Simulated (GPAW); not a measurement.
Crystal: BAs.

```xyz
2
Lattice="0.0000 2.3885 2.3885 2.3885 0.0000 2.3885 2.3885 2.3885 0.0000" Properties=species:S:1:pos:R:3 pbc="T T T"
As    3.5827    3.5827    3.5827
B     0.0000    0.0000    0.0000
```

Base run:

```yaml
Program: GPAW 26.7.0
Functional: r2SCAN
Potentials_or_basis: GPAW PAW data sets (gpaw-data 1.2.1)
Cutoff: 800 eV
Basis: pw
k_mesh: 10 × 10 × 10
Occupations: fermi-dirac, width 0.05 eV
Spin: no spin polarisation
```

Its results: band gap on the k mesh 1.37 eV, indirect (least direct gap 3.46 eV); pressure 0.8 GPa.

Task: The run is repeated on the same cell with these changes: functional from r2SCAN to PBE; occupations from fermi-dirac, width 0.05 eV to gaussian, width 0.028 eV. What comes out?

Result: Band gap on the k mesh 1.18 eV, indirect (least direct gap 3.29 eV); pressure 3.3 GPa.

Caveats: the PAW data sets were made with another functional, which shifts forces and pressure a little (some runs).

Not every run made on this cell is shown here.
